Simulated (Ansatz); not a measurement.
The system is InPd.

```
In Pd
1.0
     0.00000    2.74607    2.74607
     2.74607    0.00000    2.74607
     2.74607    2.74607    0.00000
In Pd
1 1
Direct
  0.00000 0.00000 0.00000
  0.50000 0.50000 0.50000
```

The cell was built by a generator and needn't be a form met in nature.

| Item | Value |
| --- | --- |
| Program | Ansatz 0.2.0 |
| Task | relaxation of cell and atoms |
| Functional | HF |
| Potentials or basis | Ansatz PAW |
| Cutoff | 420 eV (not typed: the program's choice for these potentials) |
| k mesh | 4 × 4 × 4 |
| Occupations | fermi-dirac, width 0.05 eV |
| Spin | no spin polarisation |

At the start: volume 20.71 Å³/atom.

Q: Where does the relaxation end?

A: It ends after 5 steps and the volume is 21.18 Å³/atom (+2.3 %); space group Fm-3m (No. 225, to 0.05 Å).

The path:
| step | energy change (eV) | largest force (eV/Å) | volume (Å³) |
| --- | --- | --- | --- |
| 1 | 0.0000 | 0.0000 | 41.42 |
| 2 | 0.0061 | 0.0000 | 43.11 |
| 3 | -0.0006 | 0.0000 | 42.40 |
| 4 | -0.0008 | 0.0000 | 42.37 |
| 5 | -0.0074 | 0.0000 | 42.37 |

Final structure:
```
In Pd
1.0
     0.00000    2.76691    2.76691
     2.76691    0.00000    2.76691
     2.76691    2.76691    0.00000
In Pd
1 1
Cartesian
  0.0000 0.0000 0.0000
  2.7669 2.7669 2.7669
```

Caveat: the k mesh is coarse (spacing up to 0.50 Å⁻¹), so the values aren't converged, least of all with exact exchange; the plane-wave basis is chosen anew once the cell has moved, so the energies of steps on either side of that aren't comparable; the pressure holds a Pulay correction of +0.8 GPa for the finite cutoff; the PAW data sets come from PBE, with cores solved anew for the run's functional, which leaves a small shift of forces and pressure.
